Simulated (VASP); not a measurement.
Wanted: the native input for a VASP 6.6.1 run.

* Task: band structure
* Functional: r2SCAN
* Potentials or basis: VASP PAW PBE potentials, release 64 (Mg, O)
* Cutoff: 520 eV
* k mesh: 9 × 9 × 6
* Occupations: gaussian, width 0.03 eV
* Spin: no spin polarisation
* Further INCAR settings: ALGO = Normal; EDIFF = 1e-07; NBANDS = 16

The structure of MgO lies in POSCAR:

```
MgO                                     
1.0
    3.2993492522     -0.0000000000     -0.0000000000
   -1.6496746212      2.8573202648      0.0000000000
    0.0000000000      0.0000000000      5.0122560816
  Mg              O             
     2     2
Direct
     0.3333333300000021    0.6666666699999979    0.0035949979587868
     0.6666666699999979    0.3333333300000021    0.5035949979587867
     0.3333333300000021    0.6666666699999979    0.4010050020412154
     0.6666666699999979    0.3333333300000021    0.9010050020412154
```

Measurements of this composition are mostly on another form, of space group No. 225.

The input as run:

INCAR

```
PREC     = Accurate       # precision mode
ENCUT    = 520            # plane-wave cutoff, eV
EDIFF    = 1E-7           # SCF threshold, eV
ISMEAR   = 0              # smearing method
SIGMA    = 0.03           # smearing width, eV
LREAL    = F              # projectors in reciprocal space
LASPH    = T              # aspherical terms in the spheres
NELM     = 80             # most SCF steps
ALGO     = Normal         # electronic algorithm
ISIF     = 2              # what is computed and relaxed
LWAVE    = F              # write WAVECAR
LCHARG   = F              # write CHGCAR
METAGGA  = R2SCAN         # meta-GGA
LMIXTAU  = T            
NBANDS   = 16             # bands
```

KPOINTS

```
Automatic mesh
0
Gamma
  9 9 6
```

KPOINTS_OPT

```
explicit points
186
Reciprocal
 0.0000000000  0.0000000000  0.0000000000 1
 0.0263157895  0.0000000000  0.0000000000 1
 0.0526315789  0.0000000000  0.0000000000 1
 0.0789473684  0.0000000000  0.0000000000 1
 0.1052631579  0.0000000000  0.0000000000 1
 0.1315789474  0.0000000000  0.0000000000 1
[... 178 lines left out ...]
 0.5000000000  0.0000000000  0.5000000000 1
 0.5000000000  0.0000000000  0.0000000000 1
```

Potentials or basis: VASP PAW PBE potentials, release 64 (Mg, O).

Command:

```bash
$ cat potpaw_PBE.64/Mg/POTCAR potpaw_PBE.64/O/POTCAR > POTCAR
$ mpirun -np 1 vasp_std > vasp.out
```

It gave:

- Pressure: -1.0 GPa
- Largest force: 0.019 eV/Å
- Band gap on the k mesh: 4.16 eV, direct
- Band gap along the path: 4.16 eV, direct

Caveat: the PAW data sets were made with another functional, which shifts forces and pressure a little.

Wall time 8 min on 1 thread of Intel(R) Xeon(R) Platinum 8375C CPU @ 2.90GHz (Ice Lake), with other jobs on the host, peak memory 0.19 GiB.
